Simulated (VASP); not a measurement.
Write the native input for VASP 6.6.1 that does the following.

| Item | Value |
| --- | --- |
| Task | single point |
| Functional | LDA |
| Potentials or basis | VASP PAW LDA potentials, release 64 (Pb_d, S) |
| Cutoff | 520 eV |
| k mesh | 14 × 14 × 14 |
| Occupations | gaussian, width 0.15 eV |
| Spin | no spin polarisation |
| Dipole correction | no |
| Further INCAR settings | ALGO = Fast; EDIFF = 1e-06; NBANDS = 17 |

The structure of PbS lies in POSCAR:

```
PbS
1.0
    3.6536590000      0.0000000000      0.0000000000
    0.0000000000      3.6536590000      0.0000000000
    0.0000000000      0.0000000000      3.6536590000
Pb S
1 1
Direct
    0.0000000000      0.0000000000      0.0000000000
    0.5000000000      0.5000000000      0.3631508852
```

Measurements of this composition are mostly on another form, of space group No. 225.

The cell isn't the ideal one: all S atoms moved -0.500 Å, as atom 2 along Cartesian [0 0 1].

These files were run (other wordings do the same):

INCAR

```
  PREC = Accurate
  ENCUT = 520
  EDIFF = 1E-6
  ISMEAR = 0
  SIGMA = 0.15
  LREAL = F
  LASPH = T
  NELM = 100
  ALGO = Fast
  ISIF = 2
  LWAVE = F
  LCHARG = F
  GGA = CA
  NBANDS = 17
```

KPOINTS

```
Automatic mesh
0
Gamma
  14 14 14
```

Potentials or basis: VASP PAW LDA potentials, release 64 (Pb_d, S).

The run is started by

```sh
$ cat potpaw_LDA.64/Pb_d/POTCAR potpaw_LDA.64/S/POTCAR > POTCAR
$ mpirun -np 1 vasp_std > vasp.out
```

It gave:

```yaml
Pressure: -2.3 GPa
Largest_force: 0.038 eV/Å
Band_gap_on_the_k_mesh: none (metal or under the smearing width)
```

Wall time 83 s on 1 thread of Intel(R) Xeon(R) 6975P-C (Granite Rapids), with other jobs on the host, peak memory 0.32 GiB.
